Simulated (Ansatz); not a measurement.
# ZnO: the cost of one run

Method: DFT PBE, scalar-relativistic, plane waves, PAW, unless a step names another level, in Ansatz 0.2.0.

1 further run of the same task is left out (set aside as unsound or not needed). Runs told in other sessions of the task aren't counted.

## 1. The starting structure

It takes space group Fm-3m (No. 225, cubic). Conventional cell: a = 4.330 Å, b = 4.330 Å, c = 4.330 Å, α = 90.00°, β = 90.00°, γ = 90.00°. Zn (site symmetry m-3m) has 6 O at 2.16 Å in its first shell of neighbours. O (site symmetry m-3m) is surrounded by 6 Zn at 2.16 Å.

Structure file:

```
CELL_PARAMETERS angstrom
0.00000 2.16488 2.16488
2.16488 0.00000 2.16488
2.16488 2.16488 0.00000
ATOMIC_POSITIONS crystal
Zn 0.50000 0.50000 0.50000
O 0.00000 0.00000 0.00000
```

The cell was relaxed beforehand at this level, from a distorted copy of a database structure. At a tolerance of 0.02 Å it has space group Fm-3m (No. 225); it has 10.15 Å³/atom, an uncorrected energy of -1.27 eV/atom over the elements and, on its mesh, gap 0.75 eV.

## 2. Band edges anywhere in the zone

Contents of input.yaml:

```yaml
crystal:
  lattice:
    - [0.0, 2.1648821421, 2.1648821421]
    - [2.1648821421, 0.0, 2.1648821421]
    - [2.1648821421, 2.1648821421, 0.0]
  atoms:
    - { symbol: Zn, position: [0.5, 0.5, 0.5] }
    - { symbol: O, position: [0.0, 0.0, 0.0] }
basis:
  ecutwfc: 420
kpoints:
  mp_grid: { grid: [12, 12, 12] }
  band_path: { path: [VBM, CBM], npoints: 2 }
hamiltonian:
  xc: pbe
scf:
  occupations: { method: gaussian, width: 0.02 }
output:
  forces: false
  stress: false
  eigenvalues: true
checkpoint:
  read: start.run
  write: ck
  compress: false
  write_wavefunctions: false
  write_every: 100000
```

Started as:

```
> ansatz run input.yaml --threads 1 --pin off --max-ram 2560MiB --backend cpu --events-out ev --progress --plain --runs-dir out
```

Q: Estimate wall time and peak memory on 1 thread of Intel Xeon at 2.50GHz (Skylake/Cascade Lake), shared host.

About 5.3 s, with a peak of 0.3 GiB.
